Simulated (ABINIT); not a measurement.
Si in ABINIT: convergence with boxcutmin

Si:

```
Si
1.0
     2.53211    0.00000    0.00000
     0.00000    2.53211    0.00000
     0.00000    0.00000    2.53211
Si
1
Direct
  0.50000 0.50000 0.50000
```

The cell was built by a generator and needn't be a form met in nature.

| Item | Value |
| --- | --- |
| Program | ABINIT 10.8.3 (patched build) |
| Task | single point |
| Functional | LDA |
| Potentials or basis | PseudoDojo NC SR LDA v0.4 stringent |
| Cutoff | 435 eV |
| k mesh | 10 × 10 × 10 |
| Occupations | methfessel-paxton, width 0.05 eV |
| Spin | no spin polarisation |

These are the settings of the first run; the series varies boxcutmin, with any setting tied to it.

Hardware: 1 thread of Arm Neoverse V1 (shared host).

| boxcutmin | energy less the tightest run (meV/atom) | SCF cycles | CPU time (s) | peak memory (GiB) |
| --- | --- | --- | --- | --- |
| 1.3 | 0.00 | 6 | 1.8 | 0.06 |
| 1.5 | 0.00 | 6 | 2 | 0.06 |
| 1.7 | 0.00 | 6 | 2 | 0.06 |
| 1.85 | 0.00 | 6 | 2 | 0.06 |
| 2 | 0.00 | 6 | 2.3 | 0.06 |
| 2.3 | 0.00 | 6 | 2.5 | 0.06 |
| 2.7 | 0.00 | 6 | 3.4 | 0.06 |

Against the tightest run, the energy stays within 1 meV/atom from 1.3 on. The tightest run that finished is the yardstick and may itself not be fully converged.
